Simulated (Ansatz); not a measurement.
# Te2Mo sheet: levels of theory

Aim: for Te2Mo sheet, compare levels of theory; the runs are relaxing the atoms and single point.

Method: DFT PBE+D3(BJ), scalar-relativistic, plane waves, PAW, and further levels as typed in the inputs, in Ansatz 0.2.0.

**1. Starting point**

Symmetry: P-6m2, No. 187, hexagonal system. Conventional cell: a = 3.520 Å, b = 3.520 Å, c = 21.620 Å, α = 90.00°, β = 90.00°, γ = 120.00°. Te (site symmetry 3m) is surrounded by 3 Mo at 2.72 Å. Mo (site symmetry -6m2) has 6 Te at 2.72 Å as nearest neighbours.

As a file:

```cif
data_structure
_symmetry_space_group_name_H-M 'P-6m2'
_symmetry_Int_Tables_number 187
_cell_length_a 3.5200
_cell_length_b 3.5200
_cell_length_c 21.6200
_cell_angle_alpha 90.000
_cell_angle_beta 90.000
_cell_angle_gamma 120.000
_cell_volume 231.99
loop_
_atom_site_label
_atom_site_type_symbol
_atom_site_symmetry_multiplicity
_atom_site_Wyckoff_symbol
_atom_site_fract_x
_atom_site_fract_y
_atom_site_fract_z
_atom_site_occupancy
Te1 Te 2 h 0.33333 0.66667 0.41628 1
Mo1 Mo 1 b 0.00000 0.00000 0.50000 1
```

**2. Relaxing the atoms: Te2Mo sheet, no spin**

The input, input.yaml:

```yaml
crystal:
  lattice:
    - [3.52, 0.0, 0.0]
    - [-1.76, 3.0484094213, 0.0]
    - [0.0, 0.0, 21.62]
  atoms:
    - { symbol: Te, position: [0.6666666667, 0.3333333333, 0.4162812211] }
    - { symbol: Mo, position: [0.3333333333, 0.6666666667, 0.5] }
    - { symbol: Te, position: [0.6666666667, 0.3333333333, 0.5837187789] }
  periodic: [true, true, false]
scf:
  occupations: { method: gaussian, width: 0.02 }
  n_extra_bands: 6
output:
  forces: true
  stress: false
  write_density: true
  write_potential: true
  elf: true
  volumetric_format: npy
kpoints:
  mp_grid: { grid: [12, 12, 1] }
hamiltonian:
  xc: pbe
  dispersion: d3bj
relax:
  f_tol: 0.005
  max_steps: 100
```

On the command line:

```console
> ansatz run input.yaml --threads 4 --pin off --max-ram 12288MiB --backend cpu --events-out ev --progress --plain --runs-dir out
```

The log of the run:

```text
Warning: crystal.periodic: the lattice vector that does not repeat stood 0.000° off the slab's normal, 21.620 Å along it as the deck builds it. The run solves the slab on a vector along the normal, 31.040 Å long, with every atom where it was (on the deck's vector they left 18.00 Å outside them, and the widest stretch free of ions among them is 1.81 Å). A fractional position that the run reports is one of the run's cell, which starts as this one, and not of the deck's: it goes into a deck with that cell's vectors. The slab on that cell runs as it stands in a deck that lists each atom with its symbol and moment, types crystal.periodic and leaves out crystal.checkpoint, crystal.saddle_side, crystal.structure_sha256, crystal.space_group, crystal.setting, crystal.reduce_to_primitive, crystal.supercell, crystal.defects and each atom's wyckoff. Where those keys changed the vectors of the plane, lay the indices of each lattice_plane and lattice_line anew on these rows. Along the normal they count this vector already. An outside_sphere can name other atoms there (type this run's as sites). In the order of the run's atom list the slab is: crystal.lattice: [[3.52, 0.0, 0.0], [-1.76, 3.0484094213, 0.0], [0.0, -0.0, 31.039999999272002]]; position: [0.6666666667000001, 0.33333333330000003, 0.28994845362091115]; position: [0.3333333333, 0.6666666667, 0.3482603092865185]; position: [0.6666666667000001, 0.33333333330000003, 0.40657216495212584];
Warning: RAYON_NUM_THREADS=4 ignored (pool sized by the plan → 4); use --threads N
crystal.periodic: the lattice vector that does not repeat stood 0.000° off the slab's normal, 21.620 Å along it as the deck builds it. The run solves the slab on a vector along the normal, 31.040 Å long, with every atom where it was (on the deck's vector they left 18.00 Å outside them, and the widest stretch free of ions among them is 1.81 Å). A fractional position that the run reports is one of the run's cell, which starts as this one, and not of the deck's: it goes into a deck with that cell's vectors. The slab on that cell runs as it stands in a deck that lists each atom with its symbol and moment, types crystal.periodic and leaves out crystal.checkpoint, crystal.saddle_side, crystal.structure_sha256, crystal.space_group, crystal.setting, crystal.reduce_to_primitive, crystal.supercell, crystal.defects and each atom's wyckoff. Where those keys changed the vectors of the plane, lay the indices of each lattice_plane and lattice_line anew on these rows. Along the normal they count this vector already. An outside_sphere can name other atoms there (type this run's as sites). In the order of the run's atom list the slab is: crystal.lattice: [[3.52, 0.0, 0.0], [-1.76, 3.0484094213, 0.0], [0.0, -0.0, 31.039999999272002]]; position: [0.6666666667000001, 0.33333333330000003, 0.28994845362091115]; position: [0.3333333333, 0.6666666667, 0.3482603092865185]; position: [0.6666666667000001, 0.33333333330000003, 0.40657216495212584];
scf.n_extra_bands = 6 over 23 filled bands (N_el = 46.0): the run solves 29 bands
Engine: ansatz 0.2.0, x86_64-unknown-linux-gnu
Pseudopotentials: kind: paw
Pseudopotential: Te, paw, valence charge 16, recommended cutoff 420 eV (normal), Te.paw.azcp
Pseudopotential: Mo, paw, valence charge 14, recommended cutoff 420 eV (normal), Mo.paw.azcp
Functional definition: PBE
  parameter kappa = 0.804
  parameter beta = 0.06672455060314922
  exchange = pbe_x(kappa = kappa, mu = beta*pi^2/3)
  correlation = pbe_c(beta = beta)
Crystal: 3 atoms, lattice volume = 333.072 Å³
Basis set: ecut = 420 eV, 6445 PW (Γ), exchange–correlation on 48×48×432 points (8 copies of the dense FFT grid, shifted against one another)
Bands: 29, of which v1, the nominal top of the filled ones, is band 23 counted from 1 (22 counted from 0)
Symmetry: 12 space group operations
Space group: P-6m2 (ITA 187), of the structure as read, at distance tolerance 6.9e-5 Å
k-points: 19 of 144 (time reversal used)
Non-local potential: Te, projectors of the file, l = 0: 2, l = 1: 2, l = 2: 2, l = 3: 2
Non-local potential: Mo, projectors of the file, l = 0: 3, l = 1: 2, l = 2: 2, l = 3: 1
PAW form: soft (Blöchl's): semilocal exchange-correlation on the pseudo side does not see the compensation charge
PAW one-centre angular grid: Te, 590 points (default); XC on 64 Gauss nodes
PAW one-centre angular grid: Mo, 590 points (default); XC on 64 Gauss nodes
Initial density: superposition of atomic densities (neutral atoms: chi_scale 0, normalization atom), corrected by the library's trained network
Initial wavefunctions: pseudopotential atomic-orbital guess
Functional: x = pbe(κ = 0.804, μ = 0.2195149727645171), c = pbe(β = 0.06672455060314922)
SCF iter   1: F=—  HF=-18917.907587 eV  |F-HF|=—  |Δ(HF+E_count)|=         —  Δρ=2.31e-3  dr2=6.53e-3  ethr=1.77e-3  ⟨swp⟩=18.6  Hψ=4477  notcnv=0
preconditioner: auto → Resta (q_TF=auto, 1.962 Å⁻¹)  ε∞=2.2  [insulator: Δε(μ)=1.166 eV  Ē_g=7.759 eV  σ=0.020 eV  W_gap=1.00  n_scr=18 (ndim 8)  ℏωp=8.6 eV  f_vac=0.751  D(μ)=0.00/eV (n_scr^D=0)  ε∞_Penn≈2.2  vacuum switching on, ρ_ref=4.4e-3 e/Å³]
SCF iter   2: F=—  HF=-18917.910914 eV  |F-HF|=—  |Δ(HF+E_count)|=   3.33e-3  Δρ=1.23e-3  dr2=2.39e-3  ethr=1.42e-5  ⟨swp⟩=3.9  Hψ=1434  notcnv=0  defer=32
SCF iter   3: F=—  HF=-18917.913839 eV  |F-HF|=—  |Δ(HF+E_count)|=   2.93e-3  Δρ=9.12e-4  dr2=8.01e-3  ethr=5.19e-6  ⟨swp⟩=3.3  Hψ=1076  notcnv=0  defer=32  recentre
SCF iter   4: F=—  HF=-18917.913322 eV  |F-HF|=—  |Δ(HF+E_count)|=   5.17e-4  Δρ=1.09e-4  dr2=4.99e-5  ethr=5.19e-6  ⟨swp⟩=2.7  Hψ=823  notcnv=0  defer=32
SCF iter   5: F=—  HF=-18917.913432 eV  |F-HF|=—  |Δ(HF+E_count)|=   1.11e-4  Δρ=2.71e-5  dr2=2.15e-6  ethr=1.09e-7  ⟨swp⟩=3.5  Hψ=990  notcnv=0  defer=32
SCF iter   6: F=-18917.913436 eV  HF=-18917.913436 eV  |F-HF|=6.05e-7  |Δ(HF+E_count)|=   3.39e-6  Δρ=7.16e-6  dr2=1.75e-7  ethr=1.36e-9  ⟨swp⟩=16.3  Hψ=5365  notcnv=0
SCF 1 converged in 6 iterations: F = -18917.913436 eV  dr2 = 1.75e-7
relax step   1: F+E_penalty+E_count = -18917.91343647 eV  Δ(F+E_penalty+E_count) = +0.000e0 eV  max|allowed force component| = 1.196e-2 eV/Å  Δτ_max = 0.0000 Å  (6 SCF iters, dr2 threshold 6.25e-7 eV, accepted)
Initial density: handed on by an earlier stage of this run
Initial wavefunctions: those handed on with the density
iter 1 solved again at ethr=1.87e-7 eV; its pass at ethr=3.10e-3 eV (dr2=8.62e-5 eV) is discarded
SCF iter   1: F=—  HF=-18917.913282 eV  |F-HF|=—  |Δ(HF+E_count)|=         —  Δρ=1.18e-4  dr2=8.04e-5  ethr=1.87e-7  ⟨swp⟩=2.7  Hψ=1809  notcnv=0  defer=32
preconditioner: auto → Resta (q_TF=auto, 1.962 Å⁻¹)  ε∞=2.2  [insulator: Δε(μ)=1.154 eV  Ē_g=7.744 eV  σ=0.020 eV  W_gap=1.00  n_scr=18 (ndim 8)  ℏωp=8.6 eV  f_vac=0.748  D(μ)=0.00/eV (n_scr^D=0)  ε∞_Penn≈2.2  vacuum switching on, ρ_ref=4.3e-3 e/Å³]
SCF iter   2: F=—  HF=-18917.913293 eV  |F-HF|=—  |Δ(HF+E_count)|=   1.14e-5  Δρ=1.26e-4  dr2=1.74e-4  ethr=1.75e-7  ⟨swp⟩=3.2  Hψ=854  notcnv=0  defer=32
SCF iter   3: F=—  HF=-18917.913275 eV  |F-HF|=—  |Δ(HF+E_count)|=   1.84e-5  Δρ=4.11e-5  dr2=9.23e-6  ethr=1.75e-7  ⟨swp⟩=2.7  Hψ=737  notcnv=0  defer=32
SCF iter   4: F=—  HF=-18917.913370 eV  |F-HF|=—  |Δ(HF+E_count)|=   9.55e-5  Δρ=9.74e-6  dr2=2.22e-7  ethr=2.01e-8  ⟨swp⟩=2.9  Hψ=776  notcnv=0  defer=32
SCF iter   5: F=—  HF=-18917.913370 eV  |F-HF|=—  |Δ(HF+E_count)|=   1.96e-9  Δρ=2.41e-6  dr2=3.37e-8  ethr=4.83e-10  ⟨swp⟩=3.9  Hψ=1078  notcnv=0  defer=32
SCF iter   6: F=-18917.913370 eV  HF=-18917.913370 eV  |F-HF|=2.27e-9  |Δ(HF+E_count)|=   8.33e-9  Δρ=4.32e-7  dr2=1.26e-9  ethr=5.43e-11  ⟨swp⟩=13.6  Hψ=4429  notcnv=0
SCF 2 converged in 6 iterations: F = -18917.913370 eV  dr2 = 1.26e-9
relax step   2: F+E_penalty+E_count = -18917.91337039 eV  Δ(F+E_penalty+E_count) = +6.609e-5 eV  max|allowed force component| = 3.232e-2 eV/Å  Δτ_max = 0.0032 Å  (6 SCF iters, rejected (line search))
SCF iter   1: F=—  HF=-18917.913350 eV  |F-HF|=—  |Δ(HF+E_count)|=         —  Δρ=1.19e-4  dr2=8.21e-5  ethr=1.75e-6  ⟨swp⟩=3.1  Hψ=1122  notcnv=0  defer=32
preconditioner: auto → Resta (q_TF=auto, 1.962 Å⁻¹)  ε∞=2.2  [insulator: Δε(μ)=1.148 eV  Ē_g=7.751 eV  σ=0.020 eV  W_gap=1.00  n_scr=18 (ndim 8)  ℏωp=8.6 eV  f_vac=0.749  D(μ)=0.00/eV (n_scr^D=0)  ε∞_Penn≈2.2  vacuum switching on, ρ_ref=4.4e-3 e/Å³]
SCF iter   2: F=—  HF=-18917.913365 eV  |F-HF|=—  |Δ(HF+E_count)|=   1.55e-5  Δρ=1.28e-4  dr2=1.79e-4  ethr=1.78e-7  ⟨swp⟩=3.4  Hψ=1026  notcnv=0  defer=32
SCF iter   3: F=—  HF=-18917.913345 eV  |F-HF|=—  |Δ(HF+E_count)|=   2.03e-5  Δρ=3.99e-5  dr2=8.30e-6  ethr=1.78e-7  ⟨swp⟩=2.8  Hψ=740  notcnv=0  defer=32
SCF iter   4: F=—  HF=-18917.913437 eV  |F-HF|=—  |Δ(HF+E_count)|=   9.17e-5  Δρ=9.70e-6  dr2=2.03e-7  ethr=1.80e-8  ⟨swp⟩=2.8  Hψ=784  notcnv=0  defer=32
SCF iter   5: F=-18917.913437 eV  HF=-18917.913437 eV  |F-HF|=4.00e-10  |Δ(HF+E_count)|=   1.45e-8  Δρ=2.24e-6  dr2=1.93e-8  ethr=5.43e-11  ⟨swp⟩=12.7  Hψ=5353  notcnv=0
SCF 3 converged in 5 iterations: F = -18917.913437 eV  dr2 = 1.93e-8
relax step   3: F+E_penalty+E_count = -18917.91343651 eV  Δ(F+E_penalty+E_count) = -4.171e-8 eV  max|allowed force component| = 1.202e-2 eV/Å  Δτ_max = 0.0000 Å  (5 SCF iters, accepted)
SCF iter   1: F=—  HF=-18917.913283 eV  |F-HF|=—  |Δ(HF+E_count)|=         —  Δρ=1.19e-4  dr2=8.14e-5  ethr=1.80e-6  ⟨swp⟩=2.9  Hψ=1116  notcnv=0  defer=32
preconditioner: auto → Resta (q_TF=auto, 1.962 Å⁻¹)  ε∞=2.2  [insulator: Δε(μ)=1.154 eV  Ē_g=7.743 eV  σ=0.020 eV  W_gap=1.00  n_scr=18 (ndim 8)  ℏωp=8.6 eV  f_vac=0.748  D(μ)=0.00/eV (n_scr^D=0)  ε∞_Penn≈2.2  vacuum switching on, ρ_ref=4.3e-3 e/Å³]
SCF iter   2: F=—  HF=-18917.913297 eV  |F-HF|=—  |Δ(HF+E_count)|=   1.47e-5  Δρ=1.28e-4  dr2=1.80e-4  ethr=1.77e-7  ⟨swp⟩=3.3  Hψ=1014  notcnv=0  defer=32
SCF iter   3: F=—  HF=-18917.913278 eV  |F-HF|=—  |Δ(HF+E_count)|=   1.92e-5  Δρ=3.97e-5  dr2=8.36e-6  ethr=1.77e-7  ⟨swp⟩=2.8  Hψ=730  notcnv=0  defer=32
SCF iter   4: F=—  HF=-18917.913369 eV  |F-HF|=—  |Δ(HF+E_count)|=   9.14e-5  Δρ=9.58e-6  dr2=1.94e-7  ethr=1.82e-8  ⟨swp⟩=2.9  Hψ=807  notcnv=0  defer=32
SCF iter   5: F=-18917.913369 eV  HF=-18917.913369 eV  |F-HF|=1.86e-9  |Δ(HF+E_count)|=   1.81e-8  Δρ=2.20e-6  dr2=1.99e-8  ethr=5.43e-11  ⟨swp⟩=12.8  Hψ=5376  notcnv=0
SCF 4 converged in 5 iterations: F = -18917.913369 eV  dr2 = 1.99e-8
relax step   4: F+E_penalty+E_count = -18917.91336936 eV  Δ(F+E_penalty+E_count) = +6.715e-5 eV  max|allowed force component| = 3.252e-2 eV/Å  Δτ_max = 0.0033 Å  (5 SCF iters, rejected (line search))
SCF iter   1: F=—  HF=-18917.913356 eV  |F-HF|=—  |Δ(HF+E_count)|=         —  Δρ=8.61e-5  dr2=4.26e-5  ethr=9.44e-7  ⟨swp⟩=2.7  Hψ=1112  notcnv=0  defer=32
preconditioner: auto → Resta (q_TF=auto, 1.962 Å⁻¹)  ε∞=2.2  [insulator: Δε(μ)=1.149 eV  Ē_g=7.748 eV  σ=0.020 eV  W_gap=1.00  n_scr=18 (ndim 8)  ℏωp=8.6 eV  f_vac=0.749  D(μ)=0.00/eV (n_scr^D=0)  ε∞_Penn≈2.2  vacuum switching on, ρ_ref=4.4e-3 e/Å³]
SCF iter   2: F=—  HF=-18917.913367 eV  |F-HF|=—  |Δ(HF+E_count)|=   1.07e-5  Δρ=9.20e-5  dr2=9.25e-5  ethr=9.27e-8  ⟨swp⟩=3.4  Hψ=1004  notcnv=0  defer=32
SCF iter   3: F=—  HF=-18917.913357 eV  |F-HF|=—  |Δ(HF+E_count)|=   9.92e-6  Δρ=2.88e-5  dr2=4.41e-6  ethr=9.27e-8  ⟨swp⟩=2.8  Hψ=764  notcnv=0  defer=32
SCF iter   4: F=—  HF=-18917.913447 eV  |F-HF|=—  |Δ(HF+E_count)|=   9.02e-5  Δρ=7.07e-6  dr2=1.08e-7  ethr=9.60e-9  ⟨swp⟩=2.8  Hψ=784  notcnv=0  defer=32
SCF iter   5: F=-18917.913447 eV  HF=-18917.913447 eV  |F-HF|=3.57e-10  |Δ(HF+E_count)|=   9.17e-9  Δρ=1.64e-6  dr2=1.05e-8  ethr=5.43e-11  ⟨swp⟩=14.6  Hψ=4729  notcnv=0
SCF 5 converged in 5 iterations: F = -18917.913447 eV  dr2 = 1.05e-8
relax step   5: F+E_penalty+E_count = -18917.91344708 eV  Δ(F+E_penalty+E_count) = -1.057e-5 eV  max|allowed force component| = 4.506e-5 eV/Å  Δτ_max = 0.0009 Å  (5 SCF iters, accepted)
NSCF: frozen V_eff on 19 k-points
the band table was solved once a step of the walk had ended and its energy, with any forces and stress, was formed, with the checks that follow a solve (4376 applications of the Hamiltonian). They found nothing against the state; the energy, forces and stress were not computed again (output.eigenvalues in the input reference)
SCF converged after 5 iterations
Free energy (F): -18917.913447 eV
Harris-Foulkes:  -18917.913447 eV  (|F-HF|=3.57e-10)
Internal energy: -18917.913447 eV  (E = F + TS)
E sigma→0 (E₀):  -18917.913447 eV
Fermi energy:    -4.269921 eV
--- Per-component energies (eV) ---
  E_band       = -1360.230145
  E_kinetic    = 803.919192
  E_local      = -108915.914252  (includes V_loc(G=0)·N_el)
  E_nonlocal   = -476.351865
  E_hartree    = 54285.614907
  E_xc         = -432.473707
  E_vxc        = -437.861975  (∫ρ·V_xc dr)
  E_paw        = -12526.984257  (= ΣΔE_a)
  E_vpaw       = -905.247543  (= ΣTr[D̂ρ^β])
  E_aug_tail   = -0.000291  (compensation charges beyond the density's cutoff)
  E_ewald      = 48345.469089
  E_disp       = -1.192264  (pairwise vdW)
  E_smearing   = -0.000000  (= −TS)
  E_closure    = -0.000000  (closes the sum)
  Σ components = -18917.913447   (vs F -18917.913447, Δ=0.00e0)
--- Forces (eV/Å), atoms counted from 1 ---
  atom   1  Te    -0.00000000     0.00000000     0.00004506
  atom   2  Mo    -0.00000000    -0.00000000     0.00000000
  atom   3  Te    -0.00000000     0.00000000    -0.00004506
  max |Σ_I F_I| component: 1.85e-17 eV/Å
--- Band table (eV; the first three rows and the last of 19) ---
  k-point 0: bands = ["-65.5086", "-41.3761", "-41.3761", "-41.3655", "-41.3655", "-41.3044", "-41.3044", "-41.2935", "-41.2935", "-41.2802", "-41.2716", "-39.6720", "-39.5198", "-39.5198", "-17.5010", "-16.5682", "-9.8570", "-6.6529", "-6.4650", "-6.4650", "-5.6879", "-5.6879", "-5.3758", "-1.6945 (-1.6945°)", "-1.6945 (-1.6945°)", "-1.4179 (-1.4179°)", "-1.4179 (-1.4179°)", "-0.6815", "-0.4177"]
  k-point 1: bands = ["-65.5080", "-41.3754", "-41.3745", "-41.3665", "-41.3641", "-41.3050", "-41.3047", "-41.2954", "-41.2936", "-41.2795", "-41.2708", "-39.6674", "-39.5292", "-39.5216", "-17.4037", "-16.5001", "-9.7499", "-6.8235", "-6.6809", "-6.3845", "-5.8167", "-5.6170", "-5.3794", "-2.0994", "-1.9909", "-1.6298 (-1.6298°)", "-1.6147 (-1.6147°)", "-0.5106", "-0.2985"]
  k-point 2: bands = ["-65.5064", "-41.3736", "-41.3701", "-41.3696", "-41.3603", "-41.3066", "-41.3055", "-41.3005", "-41.2940", "-41.2779", "-41.2687", "-39.6548", "-39.5547", "-39.5263", "-17.1209", "-16.3023", "-9.4538", "-7.2599", "-7.2177", "-6.1566", "-6.1331", "-5.6803", "-5.4469", "-2.8649", "-2.6252", "-2.1166", "-1.4422 (-1.4422°)", "-0.1954", "0.0440"]
  k-point 18: bands = ["-65.4984", "-41.3792", "-41.3578", "-41.3536", "-41.3531", "-41.3244", "-41.3135", "-41.2993", "-41.2990", "-41.2730", "-41.2591", "-39.6331", "-39.5955", "-39.5914", "-15.1548", "-14.9567", "-9.3918", "-9.2473", "-8.6794", "-7.8362", "-7.7720", "-6.6168", "-4.8449", "-3.6949", "-2.9984", "-2.2690", "-0.7238", "0.2856", "0.3028"]
  ° read free of the cell's end (the report's vacuum.weakly_bound_levels)
--- Relaxed structure (5 steps of the walk, 3 accepted, 0 SCFs on fresh bases) ---
  F+E_penalty+E_count = -18917.91344708 eV   max|allowed force component| = 4.506e-5 eV/Å
  cell:  # Å, volume = 333.0717 Å³
    - [3.5199999999877463, 0.0, 0.0]
    - [-1.7599999999938731, 3.048409421310612, 0.0]
    - [0.0, 0.0, 31.039999999272002]
  atoms:
    - { symbol: Te, position: [0.6666666666666667, 0.3333333333333334, 0.2899200694715591] }
    - { symbol: Mo, position: [0.3333333333333333, 0.6666666666666666, 0.3482603092865186] }
    - { symbol: Te, position: [0.6666666666666667, 0.3333333333333334, 0.4066005491014779] }
```

Wall time 12 s (4 threads of Intel Xeon Platinum 8488C (Sapphire Rapids), shared host); peak memory 0.76 GiB.

Relaxation path:

```csv
step,energy from step 1 (eV/cell),largest force component (eV/Å)
1,0.0000,0.0120
2,0.0001,0.0323
3,0.0000,0.0120
4,0.0001,0.0325
5,0.0000,0.0000
```

Step 1 is the start. Steps 2, 4 were tried and not accepted.

Density in a lattice plane of the grid's cell (edges 3.52 and 31.04 Å, at 0.333 of the third edge), which holds Te.

Ten even steps from ' ' (0.00 e/Å³) to '@' (14.61 e/Å³):
```
            
            
            
            
            
            
            
            
            
            
            
      ::@@::
            
      ..%%..
            
            
            
            
            
            
```
Columns run along the first of these edges and rows up along the second, over one cell in 6 and 20 even steps from the bottom left corner. Atoms in the plane (fractional): Te at (0.67, 0.29), Te at (0.67, 0.41).

ELF in the same plane.

Ten even steps from ' ' (0.00) to '@' (0.86):
```
            
            
            
            
            
            
            
            
            
      ..::..
++  ++@@@@@@
**::**::  ::
::--::::::::
**--**--  --
++  **@@@@@@
      ..::..
            
            
            
            
```
Columns run along the first of these edges and rows up along the second, over one cell in 6 and 20 even steps from the bottom left corner. Atoms in the plane (fractional): Te at (0.67, 0.29), Te at (0.67, 0.41).

Both are smooth fields of the valence electrons: close to the nuclei they are not physical.

The highest ELF values outside the cores: 0.87 beside Te, off the lines to its neighbours, 1.5 Å from Te; 0.65 on the Te–Mo line, 1.2 Å from Te.

(Part 1 of 2 ends here.)
